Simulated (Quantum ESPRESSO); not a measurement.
**HgTe (Coloradoite) under changes of volume**

One of the cells (33.215 Å³/atom); the others are scaled copies at fixed shape and fractional positions:

```xyz
2
Lattice="0.0000 3.2145 3.2145 3.2145 0.0000 3.2145 3.2145 3.2145 0.0000" Properties=species:S:1:pos:R:3 pbc="T T T"
Hg    0.0000    0.0000    0.0000
Te    4.8217    4.8217    4.8217
```

| Item | Value |
| --- | --- |
| Program | Quantum ESPRESSO 7.5 |
| Functional | LDA |
| Potentials or basis | PseudoDojo 0.4.1 SR LDA standard |
| Cutoff | 1088 eV |
| Density cutoff | 4354 eV |
| k mesh | 7 × 7 × 7 |
| Occupations | fermi-dirac, width 0.05 eV |
| Spin | no spin polarisation |

```csv
volume (Å³/atom),energy over the lowest point (meV/atom),pressure (GPa)
31.223,23.06,3.7
31.887,10.42,2.4
32.551,2.93,1.2
33.215,0.00,0.2
33.880,1.10,-0.7
34.544,5.76,-1.5
35.208,?,?
```

Question: What does the run at 35.208 Å³/atom give?

Answer: Energy over the lowest point 13.58 meV/atom; pressure -2.3 GPa.

Worked out: A Birch-Murnaghan fit of order 3 (a polynomial in V^(-2/3)) to the other rows has its minimum at 33.35 Å³/atom with B0 = V·E''(V) = 48 GPa and B' = 5.2. It gives 13.57 meV/atom at 35.208 Å³/atom, against the run's 13.58, and -dE/dV = -2.2 GPa, against -2.3.

Energies are extrapolated to zero smearing.
